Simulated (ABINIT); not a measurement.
Crystal: Fe.

```
CELL_PARAMETERS angstrom
0.00000 1.94174 1.96511
1.49844 0.00000 1.96511
1.49844 1.94174 0.00000
ATOMIC_POSITIONS crystal
Fe 0.00000 0.00000 0.00000
```

Base run:

| Property | Result |
| --- | --- |
| Program | ABINIT 10.8.3 (patched build) |
| Functional | PBE |
| Potentials or basis | JTH PAW PBE v2.0 |
| Cutoff | 707 eV |
| k mesh | 13 × 13 × 13 |
| Occupations | cold (ABINIT), width 0.2 eV |
| Spin | collinear spin, ferromagnetic start |
| Starting moments | [3.0] μB |

Its results: band gap on the k mesh none (metal or under the smearing width); pressure -2.0 GPa; net moment 2.17 μB per cell; site moments Fe +2.22 μB.

Q: The run is repeated on the same cell with these changes: occupations from cold (ABINIT), width 0.2 eV to fermi-dirac, width 0.2 eV. What comes out?

A: Band gap on the k mesh none (metal or under the smearing width); pressure -1.0 GPa; net moment 2.16 μB per cell; site moments Fe +2.21 μB.
